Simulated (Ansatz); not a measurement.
# Density of states of C

```cif
data_structure
_symmetry_space_group_name_H-M 'R-3m:H'
_symmetry_Int_Tables_number 166
_cell_length_a 2.4600
_cell_length_b 2.4600
_cell_length_c 33.4500
_cell_angle_alpha 90.000
_cell_angle_beta 90.000
_cell_angle_gamma 120.000
_cell_volume 175.31
loop_
_atom_site_label
_atom_site_type_symbol
_atom_site_symmetry_multiplicity
_atom_site_Wyckoff_symbol
_atom_site_fract_x
_atom_site_fract_y
_atom_site_fract_z
_atom_site_occupancy
C1 C 6 c 0.00000 0.00000 0.05000 1
C2 C 6 c 0.00000 0.00000 0.28300 1
```

The runs use the primitive cell with vectors (1.230, 0.710, 11.150), (-1.230, 0.710, 11.150), (0.000, -1.420, 11.150) Å, to which the k mesh refers.

The structure is trigonal, space group R-3m (No. 166). The conventional cell has a = 2.460 Å, b = 2.460 Å, c = 33.450 Å, α = 90.00°, β = 90.00°, γ = 120.00°. C (site symmetry 3m) is surrounded by 3 C at 1.42 Å. C (site symmetry 3m) is surrounded by 3 C at 1.42 Å.

The cell is COD entry 1000065, as deposited and not checked against the literature; nothing was relaxed.

The calculation used DFT, PBE, all-electron LAPW, scalar-relativistic in Ansatz 0.2.0.

Numerical set-up: a Γ-centred 15×15×15 k mesh, Fermi–Dirac smearing of 0.08 eV, basis error target 1 meV/atom, no spin polarisation.

States per eV and cell, averaged over 0.4 eV, from -9.8 to 5.6 eV, with energies (bin centres) from the Fermi level; empty bins are left out. 

```csv
E (eV),total
-9.7,0.75
-9.3,0.75
-8.9,0.79
-8.5,0.83
-8.1,1.00
-7.7,1.17
-7.3,1.41
-6.9,1.64
-6.5,2.32
-6.1,1.50
-5.7,1.28
-5.3,1.38
-4.9,1.40
-4.5,1.20
-4.1,1.16
-3.7,1.13
-3.3,1.11
-2.9,0.83
-2.5,0.93
-2.1,0.78
-1.7,0.48
-1.3,0.32
-0.9,0.21
-0.5,0.09
-0.1,0.02
0.3,0.04
0.7,0.14
1.1,0.33
1.5,0.72
1.9,0.98
2.3,0.73
2.7,0.60
3.1,0.57
3.5,0.68
3.9,0.67
4.3,0.72
4.7,0.79
5.1,0.91
5.5,0.94
```
